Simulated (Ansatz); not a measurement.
## GaP (F-43m): the host for defect calculations

Before any defect goes in: GaP (F-43m) at rest, and how it screens a charge.

Program: Ansatz 0.2.0. Level of theory: plane-wave PAW DFT, PBEsol; relaxation of the host's cell and atoms; PAW set soft_1, in the first sound run; inputs show where later runs differ. Results are calculated unless marked as measured.

Most raw output is cut from this account.

## 1. Starting point

Symmetry: F-43m, No. 216, cubic system. Conventional cell: a = 5.452 Å, b = 5.452 Å, c = 5.452 Å, α = 90.00°, β = 90.00°, γ = 90.00°. Nearest to Ga lie 4 P at 2.36 Å. P has 4 Ga at 2.36 Å nearest. Farther neighbours are not listed.

## 2. Host cell relaxation

Lattice and positions are set free, within the symmetry that the program keeps.

cell/input.yaml reads:

```yaml
crystal:
  lattice:
    - [0.0, 2.7258125, 2.7258125]
    - [2.7258125, 0.0, 2.7258125]
    - [2.7258125, 2.7258125, 0.0]
  atoms:
    - { symbol: Ga, position: [0.0, 0.0, 0.0] }
    - { symbol: P, position: [0.75, 0.75, 0.75] }
basis:
  ecutwfc: 420
  xc_grid: 2
hamiltonian:
  xc: pbesol
  pseudopotentials: { kind: paw, azcp: { folder: soft_1 }, xc_functional: pbe }
kpoints:
  mp_grid: { grid: [9, 9, 9] }
scf:
  occupations: { method: fixed }
  max_iter: 100
relax:
  f_tol: 0.005
  max_steps: 60
  cell: {}
output:
  forces: true
  stress: true
checkpoint:
  write: "../cell.run"
  compress: false
  write_wavefunctions: false
  write_every: 100000
```

Command:

```sh
$ ansatz run input.yaml --threads 32 --pin off --max-ram 84787MiB --backend cuda --events-out ev --progress --plain --runs-dir out --max-vram 78GiB
```

Elapsed: 1.6 s, on 1 × NVIDIA GB200 with 32 threads of Arm Neoverse V2, shared host; peak memory 1 GiB.

Relaxation path:

```
step  energy less that of the first step (eV)  largest force component (eV/Å)  pressure (GPa)  volume (Å³)
   1                                   0.0000                          0.0000           -0.59        40.51
   2                                  -0.0005                          0.0000           -0.18        40.31
   3                                  -0.0006                          0.0000            0.00        40.22
  4*                                  -0.0005                          0.0000            0.00        40.22
```

Relaxation steps marked * repeat the geometry before them on a plane-wave basis chosen anew for their cell, so energy and pressure can jump there.

The run keeps the 24 symmetry operations that it works with, so distortions that break them were not tested.

```csv
"conventional cell, symmetrised",before,after,change
a (Å),5.452,5.439,-0.2 %
b (Å),5.452,5.439,-0.2 %
c (Å),5.452,5.439,-0.2 %
volume (Å³/atom),20.25,20.11,-0.7 %
```

Final coordinates:

```xyz
2
Lattice="0.0000 2.7194 2.7194 2.7194 0.0000 2.7194 2.7194 2.7194 0.0000" Properties=species:S:1:pos:R:3 pbc="T T T"
Ga    0.0000    0.0000    0.0000
P     4.0792    4.0792    4.0792
```

This step gave:

```
pressure : 0.001597 GPa
```

The relaxation ends with a pressure of 0.00 GPa.

## 3. Dielectric tensors of the host

The response to a uniform electric field gives the electronic dielectric tensor.

This step: plane-wave PAW DFPT, PBEsol; dielectric tensors, Born charges and zone-centre modes of the host; PAW set soft_1 (Ansatz 0.2.0).

eps/input.yaml reads:

```yaml
crystal:
  lattice:
    - [0.0, 2.7194432615, 2.7194432615]
    - [2.7194432615, 0.0, 2.7194432615]
    - [2.7194432615, 2.7194432615, 0.0]
  atoms:
    - { symbol: Ga, position: [0.0, 0.0, 0.0] }
    - { symbol: P, position: [0.75, 0.75, 0.75] }
basis:
  ecutwfc: 420
hamiltonian:
  xc: pbesol
  pseudopotentials: { kind: paw, azcp: { folder: soft_1 }, xc_functional: pbe }
kpoints:
  mp_grid: { grid: [8, 8, 8] }
scf:
  occupations: { method: fixed }
  max_iter: 100
phonons:
  method: dfpt
  dielectric: true
  rigid_motions: translations
```

Elapsed: 7.3 s, on 1 × NVIDIA GB200 with 32 threads; peak memory 1.3 GiB; 52 s of CPU time.

Electronic dielectric tensor:

```
10.63  0.00  0.00
 0.00 10.63  0.00
 0.00  0.00 10.63
```

Static dielectric tensor:

```
12.62  0.00  0.00
 0.00 12.62  0.00
 0.00  0.00 12.62
```

The electronic dielectric tensor is isotropic, 10.63. The static dielectric tensor is isotropic, 12.62.

## 4. Host on a dense mesh

This step: plane-wave PAW DFT, PBEsol; single point of the defect-free host, a test of the k-point sampling; PAW set soft_1 (Ansatz 0.2.0).

dense/input.yaml reads:

```yaml
crystal:
  lattice:
    - [0.0, 2.7194432615, 2.7194432615]
    - [2.7194432615, 0.0, 2.7194432615]
    - [2.7194432615, 2.7194432615, 0.0]
  atoms:
    - { symbol: Ga, position: [0.0, 0.0, 0.0] }
    - { symbol: P, position: [0.75, 0.75, 0.75] }
basis:
  ecutwfc: 420
  xc_grid: 2
hamiltonian:
  xc: pbesol
  pseudopotentials: { kind: paw, azcp: { folder: soft_1 }, xc_functional: pbe }
kpoints:
  mp_grid: { grid: [9, 9, 9] }
scf:
  occupations: { method: fermi_dirac, width: 0.01 }
  max_iter: 100
  lower_state_search: "off"
checkpoint:
  write: "../dense.run"
  compress: false
  write_wavefunctions: false
  write_every: 100000
```

Elapsed: 1 s, on 1 × NVIDIA GB200 with 32 threads; peak memory 1 GiB; 2 s of CPU time.

## 5. Defect free supercell at the zone centre

The supercell is run at the zone centre, to see how far that sampling misses the dense mesh.

System of this step: GaP (F-43m). The cell holds 250 atoms: 125 Ga and 125 P. Its edges and angles: a = 19.229 Å, b = 19.229 Å, c = 19.229 Å, α = 60.0°, β = 60.0°, γ = 60.0°.

pristine.sampling_gamma/input.yaml reads:

```yaml
crystal:
  lattice:
    - [0.0, 13.5972163073, 13.5972163073]
    - [13.5972163073, 0.0, 13.5972163073]
    - [13.5972163073, 13.5972163073, 0.0]
  atoms:
    - { symbol: Ga, position: [0.0, 0.0, 0.0] }
    - { symbol: P, position: [0.15, 0.15, 0.15] }
    - { symbol: Ga, position: [0.0, 0.0, 0.2] }
    - { symbol: P, position: [0.15, 0.15, 0.35] }
    - { symbol: Ga, position: [0.0, 0.0, 0.4] }
    - { symbol: P, position: [0.15, 0.15, 0.55] }
    - { symbol: Ga, position: [0.0, 0.0, 0.6] }
    - { symbol: P, position: [0.15, 0.15, 0.75] }
    - { symbol: Ga, position: [0.0, 0.0, 0.8] }
    - { symbol: P, position: [0.15, 0.15, 0.95] }
    - { symbol: Ga, position: [0.0, 0.2, 0.0] }
    - { symbol: P, position: [0.15, 0.35, 0.15] }
    - { symbol: Ga, position: [0.0, 0.2, 0.2] }
    - { symbol: P, position: [0.15, 0.35, 0.35] }
    - { symbol: Ga, position: [0.0, 0.2, 0.4] }
    - { symbol: P, position: [0.15, 0.35, 0.55] }
    - { symbol: Ga, position: [0.0, 0.2, 0.6] }
    - { symbol: P, position: [0.15, 0.35, 0.75] }
    - { symbol: Ga, position: [0.0, 0.2, 0.8] }
    - { symbol: P, position: [0.15, 0.35, 0.95] }
    - { symbol: Ga, position: [0.0, 0.4, 0.0] }
    - { symbol: P, position: [0.15, 0.55, 0.15] }
    - { symbol: Ga, position: [0.0, 0.4, 0.2] }
    - { symbol: P, position: [0.15, 0.55, 0.35] }
    - { symbol: Ga, position: [0.0, 0.4, 0.4] }
    - { symbol: P, position: [0.15, 0.55, 0.55] }
    - { symbol: Ga, position: [0.0, 0.4, 0.6] }
    - { symbol: P, position: [0.15, 0.55, 0.75] }
    - { symbol: Ga, position: [0.0, 0.4, 0.8] }
    - { symbol: P, position: [0.15, 0.55, 0.95] }
[... 214 atom lines left out ...]
    - { symbol: Ga, position: [0.8, 0.8, 0.4] }
    - { symbol: P, position: [0.95, 0.95, 0.55] }
    - { symbol: Ga, position: [0.8, 0.8, 0.6] }
    - { symbol: P, position: [0.95, 0.95, 0.75] }
    - { symbol: Ga, position: [0.8, 0.8, 0.8] }
    - { symbol: P, position: [0.95, 0.95, 0.95] }
basis:
  ecutwfc: 420
  xc_grid: 2
hamiltonian:
  xc: pbesol
  pseudopotentials: { kind: paw, azcp: { folder: soft_1 }, xc_functional: pbe }
kpoints:
  mp_grid: { grid: [1, 1, 1] }
scf:
  occupations: { method: fermi_dirac, width: 0.01 }
  max_iter: 100
  lower_state_search: "off"
checkpoint:
  write: "../pristine.sampling_gamma.run"
  compress: false
  write_wavefunctions: false
  write_every: 100000
```

Elapsed: 3 s, on 1 × NVIDIA GB200 with 32 threads; peak memory 1.6 GiB.

## 6. Defect free supercell at the quarter point

The supercell is run at one point off the zone centre, to see how far that sampling misses the dense mesh.

pristine.sampling_quarter/input.yaml, as its differences from pristine.sampling_gamma/input.yaml of step 5:

```diff
@@ -50,3 +50,3 @@
 kpoints:
-  mp_grid: { grid: [1, 1, 1] }
+  mp_grid: { grid: [1, 1, 1], shift: [0.25, 0.25, 0.25] }
 scf:
@@ -56,3 +56,3 @@
 checkpoint:
-  write: "../pristine.sampling_gamma.run"
+  write: "../pristine.sampling_quarter.run"
   compress: false
```

Wall time 4.2 s (1 × NVIDIA GB200 with 32 threads); peak memory 1.9 GiB; 8.9 s of CPU time.

## 7. What came out

* primitive cell vectors, lengths: 3.846, 3.846, 3.846 Å
* electronic dielectric constant: 10.63
* static dielectric constant: 12.62
* gap on the k-mesh of the response run (PBEsol): 1.50 eV
* energy an atom at the zone centre alone less that on the dense mesh: 0.024 eV
* energy an atom at one point at (¼, ¼, ¼) less that on the dense mesh: 0.011 eV

**Reading.** Step 2: The cell shrank by 0.7 % in volume. The k-mesh can miss the band edges, so this gap is an upper bound at this level. All at zero temperature.

[Logs are printed without paths, hosts, clocks, repeated set-up lines and the standing remarks that a program may print on its own settings, such as how far it seeks lower states.]

[Hosts, paths, dates, database ids (printed as entryN), source tags and the programs' standing remarks are cut or masked in the printed files.]

[Runs of the host that timed out are not shown.]

[For some hosts the program warned that the k-mesh of the response run may be too coarse for force constants and the static dielectric constant; such warnings are not always shown.]

[The program warned that the k-mesh of a response run behind this text may be too coarse: force constants, and the static dielectric constant and all else formed from them, are not shown converged.]
